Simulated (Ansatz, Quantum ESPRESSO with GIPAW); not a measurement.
# AlH3: which site gives which 27Al line?

The values are calculated: DFT, PBEsol, plane-wave PAW (pslibrary 1.0.0 recipes), scalar-relativistic, GIPAW shieldings (Quantum ESPRESSO with GIPAW, a patched development version); field gradients by Ansatz. To turn shieldings into shifts, lines fitted to measured solids are used. 27Al bound to N, or without O or F neighbours: δ = (541.4 − σ) / 0.839, zero at aqueous Al3+, fitted to 4 measured values, from AlCl3, AlN, AlP and KAlH4, with a scatter of 2.1 ppm r.m.s., with σ taken with the shape term of a sphere (3.4 ppm here). Kinds of site that fitted badly were split off after the misses were seen, so the scatter is that of the points kept. Spans are on the shift scale.

```xyz
24
Lattice="5.3806 0.0000 0.0000 0.0000 7.3555 0.0000 0.0000 0.0000 5.7751" Properties=species:S:1:pos:R:3 pbc="T T T"
Al    3.8225    4.3138    2.8875
Al    1.5581    3.0418    2.8875
Al    1.1322    6.7195    0.0000
Al    4.2484    0.6360    0.0000
Al    2.6903    3.6778    0.0000
Al    0.0000    0.0000    2.8875
H     4.4087    5.9124    2.8875
H     0.9719    1.4431    2.8875
H     1.7184    5.1209    0.0000
H     3.6622    2.2346    0.0000
H     2.1386    4.7095    2.8875
H     3.2420    2.6460    2.8875
H     4.8289    6.3237    0.0000
H     0.5517    1.0318    0.0000
H     1.5908    3.0329    4.6173
H     3.7898    4.3226    4.6173
H     4.2811    0.6448    4.0454
H     1.0995    6.7107    4.0454
H     3.7898    4.3226    1.1578
H     1.5908    3.0329    1.1578
H     1.0995    6.7107    1.7297
H     4.2811    0.6448    1.7297
H     2.6903    0.0000    0.0000
H     0.0000    3.6778    2.8875
```

The cell is an entry of the Crystallography Open Database. The coordinates shown are those after relaxation (atoms relaxed).

The Al sites:

| site | atom no. | atoms in cell | site symmetry | surroundings | bonds (Å) |
| --- | --- | --- | --- | --- | --- |
| Al(1) | 1 | 4 | m | AlH6 | 1.68 to 1.77 |
| Al(2) | 5 | 2 | 2/m | AlH6 | 1.72 to 1.74 |

The lines to be assigned:

| line | δ_iso (ppm) | relative area | span (ppm) | skew | \|C_Q\| (MHz) | η_Q |
| --- | --- | --- | --- | --- | --- | --- |
| A | 37.5 | 1 | 79.0 | -0.49 | 2.72 | 0.02 |
| B | -9.1 | 2 | 56.4 | -0.04 | 2.53 | 0.69 |

Simulated spectrum: 27Al fast MAS, 7.05 T (78.3 MHz), central transition to second order, lines broadened by 1 ppm; rigid lattice, with dipolar and J couplings and satellite transitions left out.

δ (ppm), intensity and a bar:
```
     41.5       0.00 
     39.2       0.00 
     36.9       0.01 
     34.6       0.65 ####################
     32.5       0.33 ##########
     30.2       0.28 ########
     27.9       0.33 ##########
     26.5       0.51 ###############
     25.8       0.23 #######
     23.5       0.05 #
     21.2       0.04 #
     19.0       0.01 
     16.8       0.00 
     14.5       0.00 
     12.2       0.00 
     10.1       0.00 
      7.8       0.00 
      5.5       0.00 
      3.3       0.00 
      1.1       0.00 
     -1.2       0.00 
     -3.4       0.00 
     -5.7       0.00 
     -7.9       0.01 
    -10.2       0.37 ###########
    -12.4       0.48 ##############
    -14.7       0.74 ######################
    -15.5       0.93 ############################
    -16.9       0.85 #########################
    -17.8       1.00 ##############################
    -19.1       0.48 ##############
    -21.4       0.30 #########
    -23.7       0.19 ######
    -25.8       0.07 ##
    -28.1       0.00 
    -30.4       0.00 
    -32.5       0.00
```

Most prominent maxima (ppm: height): 34.6: 0.65, 26.5: 0.51, -15.5: 0.93, -17.8: 1.00.

Q: Assign the lines to the sites.

By the calculation: A is Al(2) (AlH6); B is Al(1) (AlH6). The areas settle A and B, whose multiplicities are unique.

[Banner, clock, file and message-heading lines were taken out of the pw.x and gipaw.x logs.]

[Logs are printed without paths, hosts, clocks, repeated set-up lines and the standing remarks that a program may print on its own settings, such as how far it seeks lower states.]

[Hosts, paths, dates, database ids (printed as entryN), source tags and the programs' standing remarks are cut or masked in the printed files.]
